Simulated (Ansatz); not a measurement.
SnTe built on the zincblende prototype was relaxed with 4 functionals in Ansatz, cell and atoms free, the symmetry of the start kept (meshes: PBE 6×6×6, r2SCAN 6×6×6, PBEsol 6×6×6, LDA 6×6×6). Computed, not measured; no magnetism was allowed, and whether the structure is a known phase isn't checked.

The r2SCAN result:
Space group F-43m (No. 216). a = 7.168 Å, b = 7.168 Å, c = 7.168 Å, α = 90.00°, β = 90.00°, γ = 90.00°

| atom | site | symmetry | x | y | z |
| --- | --- | --- | --- | --- | --- |
| Sn | 4a | -43m | 0.0000 | 0.0000 | 0.0000 |
| Te | 4d | -43m | 0.2500 | 0.2500 | 0.7500 |

Space group F-43m (No. 216), cubic; a = 7.168 Å in the conventional setting, 46.04 Å³ an atom. Around Sn lie 4 Te at 3.10 Å; around Te lie 4 Sn at 3.10 Å.

(1) Order the functionals by the relaxed volume, smallest first.
A. LDA
B. PBEsol
C. r2SCAN
D. PBE

(2) How does the cell change with LDA?

(3) How does the cell change with PBE?

(4) Held at the r2SCAN cell, what mean stress do LDA and PBE find, and does its sign point to their own minimum?

Results:

(1) A (42.95 Å³/atom), B (44.59 Å³/atom), C (46.04 Å³/atom), D (47.02 Å³/atom).

(2) a = 7.004 Å; the volume differs by -6.7 % from r2SCAN's. Around Sn lie 4 Te at 3.03 Å; around Te lie 4 Sn at 3.03 Å.

(3) a = 7.219 Å; the volume differs by +2.1 % from r2SCAN's. Sn has 4 Te at 3.13 Å; Te has 4 Sn at 3.13 Å.

(4) Yes. LDA -1.69 GPa, and its relaxed volume is -6.7 % from r2SCAN's; PBE +0.55 GPa, and its relaxed volume is +2.1 % from r2SCAN's. Compression counts positive, so a positive stress asks for a larger cell.
